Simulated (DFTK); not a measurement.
The system is Rh.

```
CELL_PARAMETERS angstrom
0.00000 1.89785 1.89785
1.89785 0.00000 1.89785
1.89785 1.89785 0.00000
ATOMIC_POSITIONS crystal
Rh 0.00000 0.00000 0.00000
```

Base run:

- Program: DFTK 0.8.2
- Functional: PBEsol
- Potentials or basis: SG15 1.2 (PBE)
- Cutoff: 1225 eV
- k mesh: 12 × 12 × 12
- Occupations: fermi-dirac, width 0.05 eV
- Spin: no spin polarisation

Its results: band gap on the k mesh none (metal or under the smearing width); pressure -4.0 GPa.

Question: After a change of settings the same cell gave: band gap on the k mesh none (metal or under the smearing width); pressure -11.3 GPa. Which change was it?
A. functional from PBEsol to PBE; potentials or basis from SG15 1.2 (PBE) to cp2k.nc.sr.pbe.v0_1.semicore.gth (PBE, GTH); cutoff from 1225 eV to 1306 eV
B. functional from PBEsol to LDA
C. potentials or basis from SG15 1.2 (PBE) to dojo.nc.sr.pbesol.v0_4_1.standard.upf (PBEsol); cutoff from 1225 eV to 1197 eV
D. functional from PBEsol to r2SCAN

Answer: B.

LDA binds more tightly than PBEsol, so the same cell stands under less pressure.

Caveats: the potentials were made for another functional, which shifts forces and pressure.
